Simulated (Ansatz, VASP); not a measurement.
## Two plane-wave programs on C

```
C
1.0
    -0.80434    0.80434    3.14224
     0.80434   -0.80434    3.14224
     0.80434    0.80434   -3.14224
C
1
Direct
  0.00000 0.00000 0.00000
```

Alike in both runs: functional PBEsol; k mesh 10 × 10 × 10; occupations gaussian, width 0.1 eV; no spin polarisation.

Ansatz relaxed the structure, and its values are those at the end. VASP's run is a single point on that final structure, the one shown.

|  | VASP | Ansatz |
| --- | --- | --- |
| version | VASP 6.6.1 | Ansatz 0.2.0 |
| potentials or method | VASP PAW PBE potentials, release 64 (C) | scalar-relativistic, plane waves, PAW |
| plane-wave cutoff (eV) | 520 | 420 |
| valence electrons in the cell | 4 | 4 |

```tsv
	VASP	Ansatz	Ansatz less VASP
gap on the k mesh at the Fermi level (eV)	none	none	-
pressure (GPa)	0.5	0.0	-0.46
```

A gap of «none» marks a metal or a gap that the smearing closes.

Caveats: the k mesh is coarse (spacing up to 0.55 Å⁻¹), so the values aren't converged; the PAW data sets were made with another functional, which shifts forces and pressure a little (VASP).
